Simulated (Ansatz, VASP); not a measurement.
C in VASP and in Ansatz

```
C
1.0
     0.00000    1.83690    1.72990
     1.83690    0.00000    1.72990
     1.83690    1.83690    0.00000
C
2
Direct
  0.50000 0.50000 0.50000
  0.75000 0.75000 0.75000
```

Change from the starting cell: strain +0.030 along x and y, -0.030 along z, atoms carried along.

Alike in both runs: task single point; functional PBE; k mesh 12 × 12 × 12; occupations gaussian, width 0.05 eV; no spin polarisation.

|  | VASP | Ansatz |
| --- | --- | --- |
| version | VASP 6.6.1 | Ansatz 0.2.0 |
| potentials or method | VASP PAW PBE potentials, release 64 (C) | scalar-relativistic, plane waves, PAW |
| plane-wave cutoff (eV) | 520 | 420 |
| valence electrons in the cell | 8 | 8 |

Ansatz gave:

```
gap on the k mesh at the Fermi level (eV)       : 2.64
least direct gap on the mesh (eV)               : 4.51
pressure (GPa)                                  : -10.1
largest component of the traceless stress (GPa) : 33.85
```

Task: Estimate VASP's values.

Result: gap on the k mesh at the Fermi level (eV): 2.64; least direct gap on the mesh (eV): 4.50; pressure (GPa): -9.5; largest component of the traceless stress (GPa): 33.83.
